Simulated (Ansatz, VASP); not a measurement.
## Two plane-wave programs on AlN

```
Al N
1.0
     3.11300    0.00000    0.00000
    -1.55650    2.69594    0.00000
     0.00000    0.00000    4.98100
Al N
2 2
Direct
  0.33333 0.66667 0.00000
  0.66667 0.33333 0.50000
  0.33333 0.66667 0.38000
  0.66667 0.33333 0.88000
```

Alike in both runs: task relaxation of the atoms; functional PBE; k mesh 10 × 10 × 6; occupations fermi-dirac, width 0.02 eV; no spin polarisation.

```csv
,VASP,Ansatz
version,VASP 6.6.1,Ansatz 0.2.0
potentials or method,"VASP PAW PBE potentials, release 64 (Al, N)","plane-wave PAW, scalar-relativistic"
plane-wave cutoff (eV),520,420
valence electrons in the cell,16,16
```

VASP gave:

- gap on the k mesh at the Fermi level, each at its own relaxed structure (eV): 4.19

Q: What did Ansatz give for the same quantities?

A: gap on the k mesh at the Fermi level, each at its own relaxed structure (eV): 4.18.

Ansatz warned: «stress_scf_threshold_loose».

A k mesh can miss the band edges. As with any semilocal functional, this PBE gap is likely too small.
